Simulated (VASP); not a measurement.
# Rh (Fm-3m) in VASP: notebook

The runs below take Rh through elastic constants, with PBE, PBEsol.

Everything below comes from runs of VASP 6.6.1. Logs are shortened: lines on timing, memory, paths and dates and some standing lists are left out, and cuts for length are marked.

**1. The structure**

Symmetry: Fm-3m, No. 225, cubic system. Conventional cell: a = 3.829 Å, b = 3.829 Å, c = 3.829 Å, α = 90.00°, β = 90.00°, γ = 90.00°. Rh (site symmetry m-3m) has 12 Rh at 2.71 Å as nearest neighbours.

**2. Elastic constants, PBE**

File POSCAR:

```
Rh
1.0
    0.0000000000      1.9147257643      1.9147257643
    1.9147257643      0.0000000000      1.9147257643
    1.9147257643      1.9147257643      0.0000000000
  Rh
     1
Direct
     0.0000000000000000    0.0000000000000000    0.0000000000000000
```

File INCAR.step1:

```
PREC     = Accurate       # precision mode
ENCUT    = 600            # plane-wave cutoff, eV
EDIFF    = 1E-8           # SCF threshold, eV
ISMEAR   = 1              # smearing method
SIGMA    = 0.2            # smearing width, eV
LREAL    = False          # projectors in reciprocal space
LASPH    = True           # aspherical terms in the spheres
NELM     = 80             # most SCF steps
ALGO     = Normal         # electronic algorithm
ISIF     = 3              # what is computed and relaxed
LWAVE    = False          # write WAVECAR
LCHARG   = False          # write CHGCAR
GGA      = PE             # functional
KPAR     = 2            
IBRION   = 2              # ionic algorithm
NSW      = 40             # ionic steps
EDIFFG   = -0.002         # ionic threshold
```

File INCAR.step2:

```
PREC     = Accurate       # precision mode
ENCUT    = 600            # plane-wave cutoff, eV
EDIFF    = 1E-8           # SCF threshold, eV
ISMEAR   = 1              # smearing method
SIGMA    = 0.2            # smearing width, eV
LREAL    = False          # projectors in reciprocal space
LASPH    = True           # aspherical terms in the spheres
NELM     = 80             # most SCF steps
ALGO     = Normal         # electronic algorithm
ISIF     = 3              # what is computed and relaxed
LWAVE    = False          # write WAVECAR
LCHARG   = False          # write CHGCAR
GGA      = PE             # functional
KPAR     = 2            
IBRION   = 6              # ionic algorithm
NFREE    = 2            
POTIM    = 0.015          # step
NSW      = 1              # ionic steps
```

File KPOINTS:

```
regular mesh
0
Gamma
  32 32 32
```

Potentials or basis: VASP PAW PBE potentials, release 64 (Rh_pv).

Command:

```sh
> cat potpaw_PBE.64/Rh_pv/POTCAR > POTCAR
> cp INCAR.step1 INCAR
> mpirun -np 2 vasp_std > vasp.out
> cp CONTCAR POSCAR
> cp INCAR.step2 INCAR
> mpirun -np 2 vasp_std > vasp.out
```

OUTCAR:

```text
PREC = Accurate
   ENCUT = 600
   EDIFF = 1E-8
   ISMEAR = 1
   LREAL = False
   LASPH = True
   NELM = 80
   ISIF = 3
   GGA = PE
   IBRION = 6
   NFREE = 2
   POTIM = 0.015
   NSW = 1

 ion  position               nearest neighbor table
   1  0.000  0.000  0.000-

  LATTYP: Found a face centered cubic cell.
 ALAT       =     3.8291051993

  Lattice vectors:

 A1 = (   0.0000000000,   1.9145525996,   1.9145525996)
 A2 = (   1.9145525996,   0.0000000000,   1.9145525996)
 A3 = (   1.9145525996,   1.9145525996,   0.0000000000)

Analysis of symmetry for initial positions (statically):
=====================================================================
 Subroutine PRICEL returns:
 Original cell was already a primitive cell.

 Routine SETGRP: Setting up the symmetry group for a
 face centered cubic supercell.

 Subroutine GETGRP returns: Found 48 space group operations
 (whereof 48 operations were pure point group operations)
 out of a pool of 48 trial point group operations.

The static configuration has the point symmetry O_h .

Analysis of symmetry for dynamics (positions and initial velocities):
=====================================================================
 Subroutine PRICEL returns:
 Original cell was already a primitive cell.

 Routine SETGRP: Setting up the symmetry group for a
 face centered cubic supercell.

 Subroutine GETGRP returns: Found 48 space group operations
 (whereof 48 operations were pure point group operations)
 out of a pool of 48 trial point group operations.

The dynamic configuration has the point symmetry O_h .

 Subroutine INISYM returns: Found 48 space group operations
 (whereof 48 operations are pure point group operations),
 and found     1 'primitive' translations

----------------------------------------------------------------------------------------

                                     Primitive cell

  volume of cell :      14.0356

  direct lattice vectors                    reciprocal lattice vectors
     0.000000000  1.914552600  1.914552600    -0.261157620  0.261157620  0.261157620
     1.914552600  0.000000000  1.914552600     0.261157620 -0.261157620  0.261157620
     1.914552600  1.914552600  0.000000000     0.261157620  0.261157620 -0.261157620

  length of vectors
     2.707586252  2.707586252  2.707586252     0.452338266  0.452338266  0.452338266

  position of ions in fractional coordinates (direct lattice)
     0.000000000  0.000000000  0.000000000

  ion indices of the primitive-cell ions
   primitive index   ion index
                 1           1

----------------------------------------------------------------------------------------

 KPOINTS: regular mesh

Automatic generation of k-mesh.
 Grid dimensions read from file:
 generate k-points for:   32   32   32

 Generating k-lattice:

  Cartesian coordinates                     Fractional coordinates (reciprocal lattice)
    -0.008161176  0.008161176  0.008161176     0.031250000  0.000000000  0.000000000
     0.008161176 -0.008161176  0.008161176     0.000000000  0.031250000  0.000000000
     0.008161176  0.008161176 -0.008161176     0.000000000  0.000000000  0.031250000

  Length of vectors
     0.014135571  0.014135571  0.014135571

[... 100 lines left out ...]
  ext. energy  EPLUGINS =         0.00000000
  ---------------------------------------------------
  free energy    TOTEN  =        -7.25831123 eV

  energy without entropy =       -7.25875297  energy(sigma->0) =       -7.25845848

------------------------ aborting loop because EDIFF is reached ----------------------------------------

  FORCE on cell =-STRESS in cart. coord.  units (eV):
  Direction    XX          YY          ZZ          XY          YZ          ZX
  --------------------------------------------------------------------------------------
  -------------------------------------------------------------------------------------
  Total        0.0010590      0.0010590      0.0010590      0.0000000      0.0000000     -0.0000000
  in kB        0.1208824      0.1208824      0.1208824      0.0000000      0.0000000     -0.0000000
  external PRESSURE =       0.1208824 kB  Pullay stress =       0.0000000 kB
[... 86 lines left out ...]
  FREE ENERGIE OF THE ION-ELECTRON SYSTEM (eV)
  ---------------------------------------------------
  free  energy   TOTEN  =        -7.2540929465 eV

  energy  without entropy=       -7.2544686107  energy(sigma->0) =       -7.25421817

[... ionic steps 4 to 12 ...]

--------------------------------------- Ionic step       13  -------------------------------------------

 number of electron      15.0000000 magnetization

------------------------ aborting loop because EDIFF is reached ----------------------------------------
[... 65 lines left out ...]
--------------------------------------- Ionic step       15  -------------------------------------------

 number of electron      15.0000000 magnetization

 Free energy of the ion-electron system (eV)
  ---------------------------------------------------
  ext. energy  EPLUGINS =         0.00000000
  ---------------------------------------------------
  free energy    TOTEN  =        -7.25831137 eV

  energy without entropy =       -7.25875310  energy(sigma->0) =       -7.25845862

 E-fermi :  11.5272     XC(G=0): -13.8988

 val. band max:       11.5248946457   @ k =   0.3438   0.0625   0.0312
 cond. band min:      11.5342035326   @ k =   0.4062   0.0625   0.0312
 fundamental gap:      0.0093088869
 Fermi energy:        11.5271774580

 k-point     1 :       0.0000    0.0000    0.0000
  band No.  band energies     occupation
      1     -34.8181      2.00000
      2     -34.8181      2.00000
      3     -34.8181      2.00000
      4       3.7215      2.00000
      5       8.5463      2.00000
      6       8.5463      2.00000
      7       8.5463      2.00000
      8      10.5648      2.00000
      9      10.5648      2.00000
     10      27.5370      0.00000
     11      32.1181      0.00000
[... 309 lines left out ...]
 k-point    24 :       0.2188    0.0312    0.0000
  band No.  band energies     occupation
      1     -35.0771      2.00000
      2     -34.8607      2.00000
      3     -34.8513      2.00000
      4       5.1758      2.00000
      5       8.1810      2.00000
      6       8.9256      2.00000
      7       8.9394      2.00000
      8      10.4079      2.00000
      9      10.6896      2.00000
     10      27.7845      0.00000
     11      29.1211      0.00000

 [... further k-points ...]

------------------------ aborting loop because EDIFF is reached ----------------------------------------

  FORCE on cell =-STRESS in cart. coord.  units (eV):
  Direction    XX          YY          ZZ          XY          YZ          ZX
  --------------------------------------------------------------------------------------
  -------------------------------------------------------------------------------------
  Total        0.0011629      0.0011629      0.0011629     -0.0000000      0.0000000      0.0000000
  in kB        0.1327420      0.1327420      0.1327420     -0.0000000      0.0000000      0.0000000
  external PRESSURE =       0.1327420 kB  Pullay stress =       0.0000000 kB
[... 16 lines left out ...]
  FREE ENERGIE OF THE ION-ELECTRON SYSTEM (eV)
  ---------------------------------------------------
  free  energy   TOTEN  =        -7.2583113707 eV

  energy  without entropy=       -7.2587531041  energy(sigma->0) =       -7.25845862

 INTERNAL STRAIN TENSORS FROM STRAINED CELLS
 ============================================

 INTERNAL STRAIN TENSOR FOR ION    1 for displacements in x,y,z  (eV/Angst):
          X           Y           Z          XY          YZ          ZX
  --------------------------------------------------------------------------------
  x     0.00000     0.00000     0.00000    -0.00000     0.00000     0.00000
  y    -0.00000    -0.00000     0.00000     0.00000     0.00000     0.00000
  z     0.00000    -0.00000    -0.00000     0.00000     0.00000    -0.00000

 INTERNAL STRAIN TENSORS FROM DISPLACED ATOMS
 ============================================

 INTERNAL STRAIN TENSOR FOR ION    1 for displacements in x,y,z  (eV/Angst):
          X           Y           Z          XY          YZ          ZX
  --------------------------------------------------------------------------------
  x     0.00000     0.00000     0.00000     0.00000     0.00000     0.00000
  y     0.00000     0.00000     0.00000     0.00000     0.00000     0.00000
  z     0.00000     0.00000     0.00000     0.00000     0.00000     0.00000

 Eigenvectors and eigenvalues of the dynamical matrix
 ----------------------------------------------------

   1 f  =    0.000000 THz     0.000000 2PiTHz    0.000000 cm-1     0.000000 meV
             X         Y         Z           dx          dy          dz
      0.000000  0.000000  0.000000    -0.903954    0.427630    0.000000

   2 f  =    0.000000 THz     0.000000 2PiTHz    0.000000 cm-1     0.000000 meV
             X         Y         Z           dx          dy          dz
      0.000000  0.000000  0.000000     0.000000    0.000000    1.000000

   3 f  =    0.000000 THz     0.000000 2PiTHz    0.000000 cm-1     0.000000 meV
             X         Y         Z           dx          dy          dz
      0.000000  0.000000  0.000000     0.427630    0.903954    0.000000

--------------------------------------------------------------------------------------------------------

 ELASTIC MODULI CONTR FROM IONIC RELAXATION (kBar)
 Direction    XX          YY          ZZ          XY          YZ          ZX
 --------------------------------------------------------------------------------
 XX           0.0000      0.0000      0.0000      0.0000      0.0000      0.0000
 YY           0.0000      0.0000      0.0000      0.0000      0.0000      0.0000
 ZZ           0.0000      0.0000      0.0000      0.0000      0.0000      0.0000
 XY           0.0000      0.0000      0.0000      0.0000      0.0000      0.0000
 YZ           0.0000      0.0000      0.0000      0.0000      0.0000      0.0000
 ZX           0.0000      0.0000      0.0000      0.0000      0.0000      0.0000
 --------------------------------------------------------------------------------

 TOTAL ELASTIC MODULI (kBar)
 Direction    XX          YY          ZZ          XY          YZ          ZX
 --------------------------------------------------------------------------------
 XX        4139.1295   1813.0470   1813.0470      0.0000      0.0000     -0.0000
 YY        1813.0470   4139.1295   1813.0470      0.0000      0.0000     -0.0000
 ZZ        1813.0470   1813.0470   4139.1295      0.0000     -0.0000     -0.0000
 XY           0.0000      0.0000      0.0000   1871.2654     -0.0000      0.0000
 YZ           0.0000      0.0000     -0.0000     -0.0000   1871.2654      0.0000
 ZX          -0.0000     -0.0000     -0.0000      0.0000      0.0000   1871.2654
 --------------------------------------------------------------------------------
```

Run time: 26 min. Hardware: 2 MPI ranks of Intel Xeon 6975P-C (Granite Rapids), shared host; peak memory 2.6 GiB.

What came out:

* Elastic constants C11, C12, C44: 414, 181, 187 GPa
* Voigt bulk modulus: 259 GPa

Elastic tensor in Voigt notation (GPa, in the Cartesian axes of the cell as first typed):
```
414 181 181   0   0   0
181 414 181   0   0   0
181 181 414   0   0   0
  0   0   0 187   0   0
  0   0   0   0 187   0
  0   0   0   0   0 187
```

Clamped-ion elastic tensor (GPa):
```
414 181 181   0   0   0
181 414 181   0   0   0
181 181 414   0   0   0
  0   0   0 187   0   0
  0   0   0   0 187   0
  0   0   0   0   0 187
```

**3. Elastic constants, PBEsol**

This run uses another cell than the first one, of 13.50 Å³/atom, 0.961 times its volume.

File POSCAR:

```
Rh
1.0
    0.0000000000      1.8897137200      1.8897137200
    1.8897137200      0.0000000000      1.8897137200
    1.8897137200      1.8897137200      0.0000000000
  Rh
     1
Direct
     0.0000000000000000    0.0000000000000000    0.0000000000000000
```

File INCAR.step1:

```
SYSTEM = Rh
PREC     = Accurate       ! precision mode
ENCUT    = 600            ! plane-wave cutoff, eV
EDIFF    = 1E-8           ! SCF threshold, eV
ISMEAR   = 1              ! smearing method
SIGMA    = 0.2            ! smearing width, eV
LREAL    = .False.        ! projectors in reciprocal space
LASPH    = .True.         ! aspherical terms in the spheres
NELM     = 80             ! most SCF steps
ALGO     = Normal         ! electronic algorithm
ISIF     = 3              ! what is computed and relaxed
LWAVE    = .False.        ! write WAVECAR
LCHARG   = .False.        ! write CHGCAR
GGA      = PS             ! functional
KPAR     = 2            
IBRION   = 2              ! ionic algorithm
NSW      = 40             ! ionic steps
EDIFFG   = -0.002         ! ionic threshold
```

File INCAR.step2:

```
SYSTEM = Rh
PREC     = Accurate       ! precision mode
ENCUT    = 600            ! plane-wave cutoff, eV
EDIFF    = 1E-8           ! SCF threshold, eV
ISMEAR   = 1              ! smearing method
SIGMA    = 0.2            ! smearing width, eV
LREAL    = .False.        ! projectors in reciprocal space
LASPH    = .True.         ! aspherical terms in the spheres
NELM     = 80             ! most SCF steps
ALGO     = Normal         ! electronic algorithm
ISIF     = 3              ! what is computed and relaxed
LWAVE    = .False.        ! write WAVECAR
LCHARG   = .False.        ! write CHGCAR
GGA      = PS             ! functional
KPAR     = 2            
IBRION   = 6              ! ionic algorithm
NFREE    = 2            
POTIM    = 0.015          ! step
NSW      = 1              ! ionic steps
```

File KPOINTS:

```
Automatic mesh
0
Gamma
  32 32 32
  0 0 0
```

Potentials or basis: VASP PAW PBE potentials, release 64 (Rh_pv).

Command:

```sh
> cat potpaw_PBE.64/Rh_pv/POTCAR > POTCAR
> cp INCAR.step1 INCAR
> mpirun -np 2 vasp_std > vasp.out
> cp CONTCAR POSCAR
> cp INCAR.step2 INCAR
> mpirun -np 2 vasp_std > vasp.out
```

It took 26 min on 2 MPI ranks of Intel Xeon Platinum 8559C (Emerald Rapids), shared host; peak memory 2.4 GiB.

Results (log left out):

```yaml
Elastic_constants_C11_C12_C44: 474, 210, 213 GPa
Voigt_bulk_modulus: 298 GPa
```

Elastic tensor in Voigt notation (GPa, in the Cartesian axes of the cell as first typed):
```
474 210 210   0   0   0
210 474 210   0   0   0
210 210 474   0   0   0
  0   0   0 213   0   0
  0   0   0   0 213   0
  0   0   0   0   0 213
```

Clamped-ion elastic tensor (GPa):
```
474 210 210   0   0   0
210 474 210   0   0   0
210 210 474   0   0   0
  0   0   0 213   0   0
  0   0   0   0 213   0
  0   0   0   0   0 213
```

Caveat: the PAW data sets were made with another functional, which shifts forces and pressure a little.
